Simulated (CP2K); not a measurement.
Crystal: GaAs.

```
Ga As
1.0
     4.02870    0.00000    0.00000
     0.51658    3.99544    0.00000
    -2.27264   -1.99772    2.65982
Ga As
1 1
Direct
  0.00000 0.00000 0.00000
  0.50000 0.50000 0.00000
```

The cell was built by a generator and needn't be a form met in nature.

Base run:

```yaml
Program: CP2K 2026.2
Functional: PBE
Potentials_or_basis: POTENTIAL_UZH Ga GTH-PBE-q13, As GTH-PBE-q5; ccGRB-D basis
Density_cutoff: 6123 eV
k_mesh: 10 × 10 × 10
Occupations: fermi-dirac, width 0.05 eV
Spin: no spin polarisation
```

Its results: band gap on the k mesh none (metal or under the smearing width); pressure -1.3 GPa.

Problem. The run is repeated on the same cell with these changes: potentials or basis from POTENTIAL_UZH Ga GTH-PBE-q13, As GTH-PBE-q5; ccGRB-D basis to POTENTIAL_UZH Ga GTH-PBE-q13, As GTH-PBE-q5; TZV2P-MOLOPT-PBE-GTH basis; basis sets from Ga ccGRB-D-q13, As ccGRB-D-q5 to Ga TZV2P-MOLOPT-PBE-GTH-q13, As TZV2P-MOLOPT-PBE-GTH-q5. What comes out?

Solution. Band gap on the k mesh none (metal or under the smearing width); pressure -2.9 GPa.

Caveats: the basis of atomic orbitals isn't converged, which shifts pressures, moduli and gaps.
